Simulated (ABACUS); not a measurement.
NiO:

```xyz
2
Lattice="0.0000 2.0859 2.0859 2.0859 0.0000 2.0859 2.0859 2.0859 0.0000" Properties=species:S:1:pos:R:3 pbc="T T T"
Ni    0.0000    0.0000    0.0000
O     2.0859    2.0859    2.0859
```

```yaml
Program: ABACUS 3.10.1
Task: relaxation of cell and atoms
Functional: TPSS
Potentials_or_basis: SG15 ONCV 1.2 PBE
Cutoff: 1537 eV
Density_cutoff: 6150 eV
Basis: plane waves
k_mesh: 7 × 7 × 7
Occupations: fermi-dirac, width 0.05 eV
Spin: collinear spin, ferromagnetic start
Starting_moments: "[1.0, 0.0] μB"
```

At the start: pressure 4.3 GPa; volume 9.08 Å³/atom.

Task: How do energy, volume and symmetry change on relaxing?

Result: Over 3 steps the energy falls by 2.6 meV/atom and the volume is 9.26 Å³/atom (+2.1 %); space group Fm-3m (No. 225, to 0.05 Å); moment 1.96 μB per cell.

Step by step:
```
step  energy change (eV)  largest force (eV/Å)  pressure (GPa)  volume (Å³)
   1              0.0000                0.0000            4.34        18.15
   2             -0.0023                0.0000            3.20        18.25
   3             -0.0053                0.0000            0.07        18.52
```

Final structure:
```
Ni O
1.0
     0.00000    2.10011    2.10011
     2.10011    0.00000    2.10011
     2.10011    2.10011    0.00000
Ni O
1 1
Direct
  0.00000 0.00000 0.00000
  0.50000 0.50000 0.50000
```

Caveat: the k mesh is coarse (spacing up to 0.37 Å⁻¹), so the values aren't converged; the potentials were made for another functional, which shifts forces and pressure; a cell with one magnetic atom can't hold antiferromagnetic order, which such compounds often take.
